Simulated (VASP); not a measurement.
# MgO (P6_3mc) in VASP: single point with PBE

Aim: the single point of MgO with PBE.

All numbers are computed with VASP 6.6.1; they aren't measurements. Logs are shortened: lines on timing, memory, paths and dates and some standing lists are left out, and cuts for length are marked.

## Step 1: The crystal as given

Symmetry: P6_3mc, No. 186, hexagonal system. The conventional cell has a = 3.251 Å, b = 3.251 Å, c = 10.386 Å, α = 90.00°, β = 90.00°, γ = 120.00°. Around Mg (site symmetry 3m) lie 4 O at 1.97 to 1.98 Å. Mg (site symmetry 3m) is surrounded by 4 O at 1.97 to 1.99 Å. O (site symmetry 3m) is surrounded by 4 Mg at 1.97 Å. O (site symmetry 3m) has 4 Mg at 1.98 to 1.99 Å as nearest neighbours.

Measurements of this composition are mostly on another form, of space group No. 225.

## Step 2: Single point, PBE

Contents of INCAR:

```
PREC     = Accurate       # precision mode
ENCUT    = 520            # plane-wave cutoff, eV
EDIFF    = 1E-6           # SCF threshold, eV
ISMEAR   = 0              # smearing method
SIGMA    = 0.1            # smearing width, eV
LREAL    = False          # projectors in reciprocal space
LASPH    = True           # aspherical terms in the spheres
NELM     = 100            # most SCF steps
ALGO     = Normal         # electronic algorithm
ISIF     = 2              # what is computed and relaxed
LWAVE    = False          # write WAVECAR
LCHARG   = False          # write CHGCAR
GGA      = PE             # functional
NBANDS   = 26             # bands
```

Contents of KPOINTS:

```
regular mesh
0
Gamma
  6 6 2
```

Contents of POSCAR:

```
MgO
1.0
    3.2505941898      0.0000000000      0.0000000000
   -1.6252970949      2.8150971457      0.0000000000
    0.0000000000      0.0000000000     10.3863377325
Mg O
4 4
Direct
    0.3333333300      0.6666666700      0.9696623800
    0.0000000000      0.0000000000      0.2210023100
    0.0000000000      0.0000000000      0.7210023100
    0.6666666700      0.3333333300      0.4696623800
    0.3333333300      0.6666666700      0.7798401500
    0.0000000000      0.0000000000      0.5294933400
    0.0000000000      0.0000000000      0.0294933400
    0.6666666700      0.3333333300      0.2798401500
```

Potentials or basis: VASP PAW PBE potentials, release 64 (Mg, O).

Run with:

```bash
> cat potpaw_PBE.64/Mg/POTCAR potpaw_PBE.64/O/POTCAR > POTCAR
> mpirun -np 1 vasp_std > vasp.out
```

OUTCAR:

```text
PREC = Accurate
   ENCUT = 520
   EDIFF = 1E-6
   ISMEAR = 0
   LREAL = False
   LASPH = True
   NELM = 100
   ISIF = 2
   GGA = PE

 ion  position               nearest neighbor table
   1  0.333  0.667  0.970-   5 1.97   7 1.98   7 1.98   7 1.98   3 3.19   3 3.19   3 3.19   2 3.22
                             2 3.22   2 3.22
   2  0.000  0.000  0.221-   8 1.97   8 1.97   8 1.97   7 1.99   4 3.19   4 3.19   4 3.19   1 3.22
                             1 3.22   1 3.22
   3  0.000  0.000  0.721-   5 1.97   5 1.97   5 1.97   6 1.99   1 3.19   1 3.19   1 3.19   4 3.22
                             4 3.22   4 3.22
   4  0.667  0.333  0.470-   8 1.97   6 1.98   6 1.98   6 1.98   2 3.19   2 3.19   2 3.19   3 3.22
                             3 3.22   3 3.22
   5  0.333  0.667  0.780-   1 1.97   3 1.97   3 1.97   3 1.97
   6  0.000  0.000  0.529-   4 1.98   4 1.98   4 1.98   3 1.99
   7  0.000  0.000  0.029-   1 1.98   1 1.98   1 1.98   2 1.99
   8  0.667  0.333  0.280-   4 1.97   2 1.97   2 1.97   2 1.97

  LATTYP: Found a hexagonal cell.
 ALAT       =     3.2505941898
 C/A-ratio  =     3.1952120523

  Lattice vectors:

 A1 = (   3.2505941898,   0.0000000000,   0.0000000000)
 A2 = (  -1.6252970949,   2.8150971457,   0.0000000000)
 A3 = (   0.0000000000,   0.0000000000,  10.3863377325)

Analysis of symmetry for initial positions (statically):
=====================================================================
 Subroutine PRICEL returns:
 Original cell was already a primitive cell.

 Routine SETGRP: Setting up the symmetry group for a
 hexagonal supercell.

 Subroutine GETGRP returns: Found 12 space group operations
 (whereof  6 operations were pure point group operations)
 out of a pool of 24 trial point group operations.

The static configuration has the point symmetry C_3v.
 The point group associated with its full space group is C_6v.

Analysis of symmetry for dynamics (positions and initial velocities):
=====================================================================
 Subroutine PRICEL returns:
 Original cell was already a primitive cell.

 Routine SETGRP: Setting up the symmetry group for a
 hexagonal supercell.

 Subroutine GETGRP returns: Found 12 space group operations
 (whereof  6 operations were pure point group operations)
 out of a pool of 24 trial point group operations.

The dynamic configuration has the point symmetry C_3v.
 The point group associated with its full space group is C_6v.

 Subroutine INISYM returns: Found 12 space group operations
 (whereof  6 operations are pure point group operations),
 and found     1 'primitive' translations

----------------------------------------------------------------------------------------

                                     Primitive cell

  volume of cell :      95.0427

  direct lattice vectors                    reciprocal lattice vectors
     3.250594190  0.000000000  0.000000000     0.307636063  0.177613764  0.000000000
    -1.625297095  2.815097146  0.000000000     0.000000000  0.355227528  0.000000000
     0.000000000  0.000000000 10.386337732     0.000000000  0.000000000  0.096280328

  length of vectors
     3.250594190  3.250594190 10.386337732     0.355227528  0.355227528  0.096280328

  position of ions in fractional coordinates (direct lattice)
     0.333333330  0.666666670  0.969662380
     0.000000000  0.000000000  0.221002310
     0.000000000  0.000000000  0.721002310
     0.666666670  0.333333330  0.469662380
     0.333333330  0.666666670  0.779840150
     0.000000000  0.000000000  0.529493340
     0.000000000  0.000000000  0.029493340
     0.666666670  0.333333330  0.279840150

  ion indices of the primitive-cell ions
   primitive index   ion index
                 1           1
                 2           2
                 3           3
                 4           4
                 5           5
                 6           6
                 7           7
                 8           8

----------------------------------------------------------------------------------------

 KPOINTS: regular mesh

Automatic generation of k-mesh.
 Grid dimensions read from file:
 generate k-points for:    6    6    2

 Generating k-lattice:

  Cartesian coordinates                     Fractional coordinates (reciprocal lattice)
     0.051272677  0.029602294  0.000000000     0.166666667 -0.000000000  0.000000000
     0.000000000  0.059204588  0.000000000     0.000000000  0.166666667  0.000000000
     0.000000000  0.000000000  0.048140164     0.000000000  0.000000000  0.500000000

  Length of vectors
     0.059204588  0.059204588  0.048140164

  Shift w.r.t. Gamma in fractional coordinates (k-lattice)
     0.000000000  0.000000000  0.000000000

 Subroutine IBZKPT returns following result:
 ===========================================

 Found     14 irreducible k-points:

 Following reciprocal coordinates:
            Coordinates               Weight
  0.000000  0.000000  0.000000      1.000000
  0.166667  0.000000  0.000000      6.000000
  0.333333 -0.000000  0.000000      6.000000
  0.500000  0.000000  0.000000      3.000000
  0.166667  0.166667  0.000000      6.000000
  0.333333  0.166667  0.000000     12.000000
  0.333333  0.333333  0.000000      2.000000
  0.000000  0.000000  0.500000      1.000000
  0.166667  0.000000  0.500000      6.000000
  0.333333 -0.000000  0.500000      6.000000
  0.500000  0.000000  0.500000      3.000000
  0.166667  0.166667  0.500000      6.000000
  0.333333  0.166667  0.500000     12.000000
  0.333333  0.333333  0.500000      2.000000
   k-points           NKPTS =     14   k-points in BZ     NKDIM =     14   number of bands    NBANDS=     26
   number of dos      NEDOS =    301   number of ions     NIONS =      8
   total plane-waves  NPLWV =  46080
   dimension x,y,z NGX =    24 NGY =   24 NGZ =   80
   dimension x,y,z NGXF=    48 NGYF=   48 NGZF=  160
   ions per type =               4   4
   NGX,Y,Z   is equivalent  to a cutoff of  12.27, 12.27, 12.80 a.u.
   NGXF,Y,Z  is equivalent  to a cutoff of  24.55, 24.55, 25.61 a.u.
 SYSTEM =  unknown system
   PREC   = accura    normal or accurate (medium, high low for compatibility)
   ISTART =      0    job   : 0-new  1-cont  2-samecut
   ICHARG =      2    charge: 1-file 2-atom 10-const
   ISPIN  =      1    spin polarized calculation?
   LNONCOLLINEAR =      F non collinear calculations
   LSORBIT =      F    spin-orbit coupling
   LASPH  =      T    aspherical Exc in radial PAW
   ENCUT  =  520.0 eV  38.22 Ry    6.18 a.u.   6.04  6.04 19.31*2*pi/ulx,y,z
   NELM   =    100;   NELMIN=  2; NELMDL= -5     # of ELM steps
   EDIFF  = 0.1E-05   stopping-criterion for ELM
   LREAL  =      F    real-space projection
   EDIFFG = 0.1E-04   stopping-criterion for IOM
   NSW    =      0    number of steps for IOM
   IBRION =     -1    ionic relax: 0-MD 1-quasi-New 2-CG
   NFREE  =      0    steps in history (QN), initial steepest desc. (CG)
   ISIF   =      2    stress and relaxation
   ISYM   =      2    0-nonsym 1-usesym 2-fastsym
   POTIM  = 0.5000    time-step for ionic-motion
   TEBEG  =    0.0;   TEEND  =   0.0 temperature during run
   PSTRESS=    0.0 pullay stress
   NELECT =      32.0000    total number of electrons
   NUPDOWN=      -1.0000    fix difference up-down
   EMIN   =  10.00;   EMAX   =-10.00  energy-range for DOS
   EFERMI =   0.00;   METHOD = LEGACY
   ISMEAR =     0;   SIGMA  =   0.10  broadening in eV -4-tet -1-fermi 0-gaus
   EFERMI_NEDOS =   21; number of points for ismear=-14 and -15
   IALGO  =     38    algorithm
   IMIX   =      4    mixing-type and parameters
     AMIX     =   0.40;   BMIX     =  1.00
     AMIX_MAG =   1.60;   BMIX_MAG =  1.00
  volume/ion in A,a.u.               =      11.88        80.17
  Fermi-wavevector in a.u.,A,eV,Ry     =   1.138899  2.152207 17.648000  1.297091
  Thomas-Fermi vector in A             =   2.275603
   LORBIT       =      0    0 simple, 1 ext, 2 COOP (PROOUT), +10 PAW based schemes
   GGA     = PE    functional components
   LHFCALC =     F    Hartree Fock is set to
   AEXX    =    0.0000 exact exchange contribution
   IVDW    =     0    specifies the selected vdW correction
   LEPSILON=     F    determine dielectric tensor
   LRPA    =     F    only Hartree local field effects (RPA)
 non-spin polarized calculation
 Gauss-broadening in eV      SIGMA  =   0.10
  energy-cutoff  :      520.00
  volume of cell :       95.04
 maximum number of plane-waves:      2592
   NGX = 13   NGY = 13   NGZ = 39

 number of electron      32.0000021 magnetization

 Free energy of the ion-electron system (eV)
  ---------------------------------------------------
  ext. energy  EPLUGINS =         0.00000000
  ---------------------------------------------------
  free energy    TOTEN  =       -46.89203781 eV

  energy without entropy =      -46.89203781  energy(sigma->0) =      -46.89203781

 E-fermi :   1.3066     XC(G=0):  -9.7170

 val. band max:        0.8803347626   @ k =   0.0000   0.0000   0.0000
 cond. band min:       4.4821749687   @ k =   0.0000   0.0000   0.0000
 fundamental gap:      3.6018402061
 Fermi energy:         1.3065627752

 k-point     1 :       0.0000    0.0000    0.0000
  band No.  band energies     occupation
      1     -15.1222      2.00000
      2     -14.7916      2.00000
      3     -14.7777      2.00000
      4     -14.4186      2.00000
      5      -2.2241      2.00000
      6      -1.0400      2.00000
[... 18 lines left out ...]
     25      15.3577      0.00000
     26      16.1242      0.00000

 k-point     2 :       0.1667    0.0000    0.0000
  band No.  band energies     occupation
      1     -14.9842      2.00000
      2     -14.6890      2.00000
      3     -14.6759      2.00000
      4     -14.3609      2.00000
      5      -1.9424      2.00000
      6      -1.1698      2.00000
[... 18 lines left out ...]
     25      14.9338      0.00000
[... 318 lines left out ...]
     25      14.1534      0.00000
     26      14.1535      0.00000

 k-point    14 :       0.3333    0.3333    0.5000
  band No.  band energies     occupation
      1     -14.3112      2.00000
      2     -14.3112      2.00000
      3     -14.3030      2.00000
      4     -14.3030      2.00000
      5      -1.5107      2.00000
      6      -1.5107      2.00000
[... 18 lines left out ...]
     25      13.9970      0.00000
     26      14.0320      0.00000

------------------------ aborting loop because EDIFF is reached ----------------------------------------

  FORCE on cell =-STRESS in cart. coord.  units (eV):
  Direction    XX          YY          ZZ          XY          YZ          ZX
  --------------------------------------------------------------------------------------
  -------------------------------------------------------------------------------------
  Total        1.9014533      1.9014533      2.0362545      0.0000000      0.0000000      0.0000000
  in kB       32.0536625     32.0536625     34.3260677      0.0000000      0.0000000      0.0000000
  external PRESSURE =      32.8111309 kB  Pullay stress =       0.0000000 kB

 VOLUME and BASIS-vectors are now :
 -----------------------------------------------------------------------------
  energy-cutoff  :      520.00
  volume of cell :       95.04
      direct lattice vectors                 reciprocal lattice vectors
     3.250594190  0.000000000  0.000000000     0.307636063  0.177613764  0.000000000
    -1.625297095  2.815097146  0.000000000     0.000000000  0.355227528  0.000000000
     0.000000000  0.000000000 10.386337732     0.000000000  0.000000000  0.096280328

 POSITION                                       TOTAL-FORCE (eV/Angst)
 -----------------------------------------------------------------------------------
     -0.00000      1.87673     10.07124         0.000000     -0.000000      0.004626
      0.00000      0.00000      2.29540         0.000000      0.000000      0.001853
      0.00000      0.00000      7.48857         0.000000     -0.000000      0.001853
      1.62530      0.93837      4.87807         0.000000      0.000000      0.004626
     -0.00000      1.87673      8.09968         0.000000     -0.000000     -0.004794
      0.00000      0.00000      5.49950         0.000000      0.000000     -0.001684
      0.00000      0.00000      0.30633         0.000000     -0.000000     -0.001684
      1.62530      0.93837      2.90651        -0.000000      0.000000     -0.004794
 -----------------------------------------------------------------------------------
    total drift:                               -0.000000     -0.000001     -0.000965

  FREE ENERGIE OF THE ION-ELECTRON SYSTEM (eV)
  ---------------------------------------------------
  free  energy   TOTEN  =       -46.8920378082 eV

  energy  without entropy=      -46.8920378082  energy(sigma->0) =      -46.89203781
```

It took 19 s on 1 thread of Intel Xeon 6975P-C (Granite Rapids), shared host; peak memory 0.2 GiB.

What came out:

```
Free energy            : -46.8920 eV
Pressure               : 3.3 GPa
Largest force          : 0.005 eV/Å
Band gap on the k mesh : 3.60 eV, direct
```

Forces in eV/Å, atoms in the order of the input:
```
Mg   0.000  0.000  0.005
Mg   0.000  0.000  0.002
Mg   0.000  0.000  0.002
Mg   0.000  0.000  0.005
O    0.000  0.000 -0.005
O    0.000  0.000 -0.002
O    0.000  0.000 -0.002
O    0.000  0.000 -0.005
```

Levels at points of the mesh, in eV from the valence-band top:
| k point | band 12 | band 13 | band 14 | band 15 | band 16 | band 17 | band 18 | band 19 | band 20 | band 21 |
| --- | --- | --- | --- | --- | --- | --- | --- | --- | --- | --- |
| (0.00, 0.00, 0.00) | -0.24 | -0.24 | -0.13 | -0.13 | 0.00 | 3.60 | 5.94 | 6.05 | 8.68 | 9.90 |
| (0.50, 0.00, 0.00) | -0.62 | -0.60 | -0.58 | -0.31 | -0.29 | 6.75 | 7.09 | 8.35 | 8.57 | 9.44 |
| (0.00, 0.00, 0.50) | -0.33 | -0.16 | -0.16 | -0.16 | -0.16 | 4.44 | 4.44 | 7.58 | 7.58 | 11.13 |
| (0.50, 0.00, 0.50) | -0.82 | -0.56 | -0.56 | -0.38 | -0.38 | 7.00 | 7.00 | 8.27 | 8.27 | 10.12 |
